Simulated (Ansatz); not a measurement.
# Si under changes of volume

One of the cells (20.165 Å³/atom); the others are scaled copies at fixed shape and fractional positions:

```xyz
2
Lattice="0.0000 2.7219 2.7219 2.7219 0.0000 2.7219 2.7219 2.7219 0.0000" Properties=species:S:1:pos:R:3 pbc="T T T"
Si    2.7219    2.7219    2.7219
Si    4.0828    4.0828    4.0828
```

```yaml
Program: Ansatz 0.2.0
Functional: PBEsol
Potentials_or_basis: all-electron LAPW, non-relativistic
Cutoff: 195 eV (chosen from the basis error)
Basis_error_allowed: 0.002 eV/atom
k_mesh: 8 × 8 × 8
Occupations: fermi-dirac, width 0.1 eV
Spin: collinear spin, random start
Starting_moments: "[-0.06, -0.59] μB"
```

```tsv
volume (Å³/atom)	energy over the lowest point (meV/atom)	pressure (GPa)	gap on the mesh (eV)
18.955	?	?	?
19.358	7.34	3.6	0.47
19.761	1.09	1.4	0.51
20.165	0.00	-0.5	0.54
20.568	3.54	-2.3	0.57
20.971	11.26	-3.8	0.60
21.375	22.73	-5.2	0.63
```

Q: What does the run at 18.955 Å³/atom give?

A: Energy over the lowest point 19.30 meV/atom; pressure 6.0 GPa; gap on the mesh 0.44 eV.

Worked out: A Birch-Murnaghan fit of order 3 (a polynomial in V^(-2/3)) to the other rows has its minimum at 20.05 Å³/atom with B0 = V·E''(V) = 94 GPa and B' = 4.3. It gives 19.34 meV/atom at 18.955 Å³/atom, against the run's 19.30, and -dE/dV = 6.0 GPa, against 6.0. A straight line through the other rows of the gap, of slope 1.59 eV per unit of ln V, extrapolates to 0.44 eV, against the run's 0.44.

Energies are extrapolated to zero smearing.

Caveats: the starting moments weren't kept.

A mesh can miss the band edges.
